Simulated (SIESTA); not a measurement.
**ZnS (Wurtzite-2H) under changes of volume**

One of the cells (19.603 Å³/atom); the others are scaled copies at fixed shape and fractional positions:

```
Zn S
1.0
     3.81100    0.00000    0.00000
    -1.90550    3.30042    0.00000
     0.00000    0.00000    6.23400
Zn S
2 2
Cartesian
  1.9055 1.1001 3.1170
  0.0000 2.2003 0.0000
  1.9055 1.1001 5.5171
  0.0000 2.2003 2.4001
```

```yaml
Program: SIESTA 5.4.2
Functional: AM05
Potentials_or_basis: PseudoDojo 0.4 standard (PBEsol files)
Basis: DZP (energy shift 0.003 Ry; two zetas on semicore shells)
Grid_cutoff: 800 Ry
Energy_shift: 0.003 Ry
k_mesh: 8 × 8 × 5
Occupations: fermi-dirac, width 0.05 eV
Spin: no spin polarisation
```

```tsv
volume (Å³/atom)	energy over the lowest point (meV/atom)	pressure (GPa)	gap on the mesh (eV)	largest force (eV/Å)
18.427	16.88	5.0	2.94	0.411
18.819	?	?	?	?
19.211	1.37	1.4	2.68	0.364
19.603	0.00	-0.2	2.56	0.337
19.995	2.34	-1.6	2.45	0.306
20.387	7.90	-2.9	2.33	0.288
20.779	16.39	-4.0	2.22	0.274
```

Problem. What does the run at 18.819 Å³/atom give?

Solution. Energy over the lowest point 6.80 meV/atom; pressure 3.2 GPa; gap on the mesh 2.81 eV; largest force 0.384 eV/Å.

Worked out: A Birch-Murnaghan fit of order 3 (a polynomial in V^(-2/3)) to the other rows has its minimum at 19.54 Å³/atom with B0 = V·E''(V) = 76 GPa and B' = 4.7 at fixed shape and positions, which overstates the stiffness. It gives 6.82 meV/atom at 18.819 Å³/atom, against the run's 6.80, and -dE/dV = 3.1 GPa, against 3.2. A straight line through the other rows of the gap, of slope -5.97 eV per unit of ln V (its deformation potential), gives 2.81 eV, against the run's 2.81.

Energies are extrapolated to zero smearing.

Caveats: short orbitals over semicore shells can move pressures by several GPa; the valence orbitals were made in a potential fitted to the semicore shell under them, which widens gaps by tenths of an eV or more; the potentials were made for another functional, which shifts forces and pressure; an odd mesh through Γ misses points on the zone boundary, where band edges often lie; the basis of atomic orbitals isn't converged, which shifts pressures, moduli and gaps.
